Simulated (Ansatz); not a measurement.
Piezoelectric tensor of InP at 3 GPa (stress–strain coefficients)

Level of theory: Ansatz, DFT PBE, scalar-relativistic, plane waves, PAW. Settings: 420 eV plane-wave cutoff, Γ-centred 10×10×10 mesh, fixed occupations. No spin polarisation.

The cell, relaxed at 3 GPa:
```
CELL_PARAMETERS angstrom
0.00000 2.93507 2.93507
2.93507 0.00000 2.93507
2.93507 2.93507 0.00000
ATOMIC_POSITIONS crystal
In 0.00000 0.00000 0.00000
P 0.75000 0.75000 0.75000
```

Question: Give the relaxed-ion proper piezoelectric stress tensor e_iJ (C/m², Voigt columns xx yy zz yz xz xy).

Answer:
```
x    0.000  0.000  0.000 -0.042  0.000  0.000
y    0.000  0.000  0.000  0.000 -0.042  0.000
z    0.000  0.000  0.000  0.000  0.000 -0.042
```
Signs follow the orientation of the cell as given.

Question: With the elastic constants (GPa, Voigt order)
C11 = 99.8, C12 = 59.9, C13 = 59.9, C22 = 99.8, C23 = 59.9, C33 = 99.8, C44 = 42.6, C55 = 42.6, C66 = 42.6 GPa; the others vanish.
find the strain coefficients d = e·C⁻¹ (pC/N).

Answer:
```
x    0.00  0.00  0.00 -0.99  0.00  0.00
y    0.00  0.00  0.00  0.00 -0.99  0.00
z    0.00  0.00  0.00  0.00  0.00 -0.99
```

Cost: 1 run of about 1.9 core-minutes, on Arm Neoverse V2 (shared hosts).